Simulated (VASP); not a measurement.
Input of a VASP 6.6.1 run:

Contents of POSCAR:

```
Mg2ZnO3
1.0
    2.9912043487      0.0000000000      0.0000000000
   -1.4956021743      2.5904589539      0.0000000000
    0.0000000000      0.0000000000      7.3061051331
Mg Zn O
2 1 3
Direct
    0.3333333333      0.6666666667      0.6659208985
    0.6666666667      0.3333333333      0.3340791015
    0.0000000000      0.0000000000      0.0000000000
    0.3333333333      0.6666666667      0.1717360262
    0.6666666667      0.3333333333      0.8282639738
    0.0000000000      0.0000000000      0.5000000000
```

File INCAR.step1:

```
ALGO     = Normal         # electronic algorithm
EDIFF    = 1E-5           # SCF threshold, eV
ENCUT    = 520            # plane-wave cutoff, eV
GGA      = PE             # functional
ISIF     = 2              # what is computed and relaxed
ISMEAR   = 0              # smearing method
LASPH    = T              # aspherical terms in the spheres
LCHARG   = F              # write CHGCAR
LREAL    = F              # projectors in reciprocal space
LWAVE    = T              # write WAVECAR
NBANDS   = 26             # bands
NELM     = 100            # most SCF steps
PREC     = Accurate       # precision mode
SIGMA    = 0.01           # smearing width, eV
```

File INCAR.step2:

```
ALGO     = Normal         # electronic algorithm
EDIFF    = 1E-6           # SCF threshold, eV
ENCUT    = 520            # plane-wave cutoff, eV
GGA      = PE             # functional
HFSCREEN = 0.2079         # screening, 1/A
ISIF     = 2              # what is computed and relaxed
ISMEAR   = 0              # smearing method
ISTART   = 1            
LASPH    = T              # aspherical terms in the spheres
LCHARG   = F              # write CHGCAR
LHFCALC  = T              # exact exchange
LREAL    = F              # projectors in reciprocal space
LWAVE    = F              # write WAVECAR
NBANDS   = 26             # bands
NELM     = 100            # most SCF steps
PREC     = Accurate       # precision mode
PRECFOCK = Fast         
SIGMA    = 0.01           # smearing width, eV
```

KPOINTS

```
k-points
0
Gamma
  6 6 2
```

Potentials or basis: VASP PAW PBE potentials, release 64 (Mg, Zn, O).

Run with:

```bash
$ cat potpaw_PBE.64/Mg/POTCAR potpaw_PBE.64/Zn/POTCAR potpaw_PBE.64/O/POTCAR > POTCAR
$ cp INCAR.step1 INCAR
$ mpirun -np 1 vasp_std > vasp.out
$ cp INCAR.step2 INCAR
$ mpirun -np 1 vasp_std > vasp.out
```

(1) Estimate the largest force.

(2) Estimate the band gap on the k mesh.

(3) What does it give for the pressure?

## Answers

(1) 0.079 eV/Å.

(2) 4.92 eV, indirect (least direct gap 5.03 eV).

(3) 0.3 GPa.

Caveat: the k mesh is coarse (spacing up to 0.43 Å⁻¹), so the values aren't converged, least of all with exact exchange; the PAW data sets were made with another functional, which shifts forces and pressure a little.
